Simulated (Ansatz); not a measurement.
# La under changes of volume

One of the cells (36.962 Å³/atom); the others are scaled copies at fixed shape and fractional positions:

```xyz
2
Lattice="3.7500 0.0000 0.0000 -1.8750 3.2476 0.0000 0.0000 0.0000 6.0700" Properties=species:S:1:pos:R:3 pbc="T T T"
La    1.8750    1.0825    4.5525
La    0.0000    2.1651    1.5175
```

This isn't the form of La at room conditions, which is double hcp.

| Quantity | Value |
| --- | --- |
| Program | Ansatz 0.2.0 |
| Functional | PBE |
| Potentials or basis | Ansatz NC |
| Cutoff | 1497 eV (not typed: the program's choice for these potentials) |
| k mesh | 8 × 8 × 5 |
| Occupations | fermi-dirac, width 0.05 eV |
| Spin | no spin polarisation |

```tsv
volume (Å³/atom)	energy over the lowest point (meV/atom)	pressure (GPa)
34.744	?	?
35.483	13.21	1.8
36.222	6.26	1.2
36.962	1.88	0.7
37.701	0.00	0.1
38.440	0.50	-0.3
39.179	3.24	-0.8
```

**Question.** What does the run at 34.744 Å³/atom give?

**Answer.** Energy over the lowest point 22.72 meV/atom; pressure 2.4 GPa.

Worked out: A Birch-Murnaghan fit of order 3 (a polynomial in V^(-2/3)) to the other rows has its minimum at 37.91 Å³/atom with B0 = V·E''(V) = 26 GPa (rough, since the energies scatter) at fixed shape and positions, which overstates the stiffness. It gives 22.87 meV/atom at 34.744 Å³/atom, against the run's 22.72, and -dE/dV = 2.4 GPa, against 2.4.

Energies are extrapolated to zero smearing.
